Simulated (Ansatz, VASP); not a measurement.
**One calculation of Os, two programs**

```
Os
1.0
    -0.01945    1.93528    1.93528
     1.93528   -0.01945    1.93528
     1.93528    1.93528   -0.01945
Os
1
Direct
  0.00000 0.00000 0.00000
```

Change from the starting cell: equal xy, yz and zx shear strains of -1 %, crystal datasets.

Alike in both runs: task electric field gradients; functional PBE; k mesh 14 × 14 × 14; occupations fermi-dirac, width 0.05 eV; no spin polarisation.

```csv
,VASP,Ansatz
version,VASP 6.6.1,Ansatz 0.2.0
potentials or method,"VASP PAW PBE potentials, release 64 (Os), cutoff 520 eV","all-electron PAW with datasets made for the crystal, scalar-relativistic"
```

|  | VASP | Ansatz | Ansatz less VASP |
| --- | --- | --- | --- |
| pressure (GPa) | -9.6 | -9.3 | +0.30 |
| largest component of the traceless stress (GPa) | 2.49 | 2.51 | +0.021 |
| Vzz of the field gradient on the site that differs most (V/Å²) | -30.6 | -25.4 | +5.18 |

Ansatz ran all-electron here, so the differences hold the error of VASP's frozen core and of both bases. Ansatz warned: «gradients_without_spin_orbit».

The runs have no spin-orbit coupling, so splittings on Os are missing.
